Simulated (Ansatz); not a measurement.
## Sb: strain and displacement

```xyz
1
Lattice="0.0000 2.3050 2.3050 2.3050 0.0000 2.3050 2.3050 2.3050 0.0000" Properties=species:S:1:pos:R:3 pbc="T T T"
Sb    0.0000    0.0000    0.0000
```

The geometry is COD entry 9013009, unchecked; take it as a test cell.

Spin–orbit coupling is left out, though it moves levels of the heavy atoms by tenths of an eV or more.

All numbers below come from Ansatz 0.2.0, DFT, PBE, PAW with Ansatz's default frozen-core files, scalar-relativistic.

Numerical set-up: a Γ-centred 12×12×12 k mesh, Fermi–Dirac smearing of 0.05 eV, cutoff 420 eV, no spin polarisation.

The unchanged cell is at 8.71 GPa.

In a metal, stresses and small energies carry noise from the k mesh.

x, y and z are the Cartesian axes of the cell as listed; fractional coordinates follow a strain, and an engineering shear is twice the off-diagonal strain component.

With equal xy, yz and zx engineering shear strains of -3 %: energy change +4.4 meV/atom; stress change (xx, yy, zz, yz, xz, xy) 0.60, 0.60, 0.60, 0.40, 0.40, 0.40 GPa, compression positive.

(1) With this change (equal xy, yz and zx engineering shear strains of -1 %), what becomes of the energy and stress?

(2) With this change (equal xy, yz and zx engineering shear strains of +2 %), what becomes of the energy and stress?

(3) With this change (equal xy, yz and zx engineering shear strains of -2 %), what becomes of the energy and stress?

(4) With this change (equal xy, yz and zx engineering shear strains of +1 %), what becomes of the energy and stress?

With equal xy, yz and zx engineering shear strains of +3 %: energy change +2.9 meV/atom; stress change (xx, yy, zz, yz, xz, xy) 0.53, 0.53, 0.53, -0.37, -0.37, -0.37 GPa, compression positive.

Results:

(1) Energy change +0.6 meV/atom; stress change (xx, yy, zz, yz, xz, xy) 0.10, 0.10, 0.10, 0.20, 0.20, 0.20 GPa, compression positive.

(2) Energy change +1.3 meV/atom; stress change (xx, yy, zz, yz, xz, xy) 0.33, 0.33, 0.33, -0.18, -0.18, -0.18 GPa, compression positive.

(3) Energy change +2.0 meV/atom; stress change (xx, yy, zz, yz, xz, xy) 0.35, 0.35, 0.35, 0.31, 0.31, 0.31 GPa, compression positive.

(4) Energy change +0.3 meV/atom; stress change (xx, yy, zz, yz, xz, xy) 0.11, 0.11, 0.11, -0.07, -0.07, -0.07 GPa, compression positive.
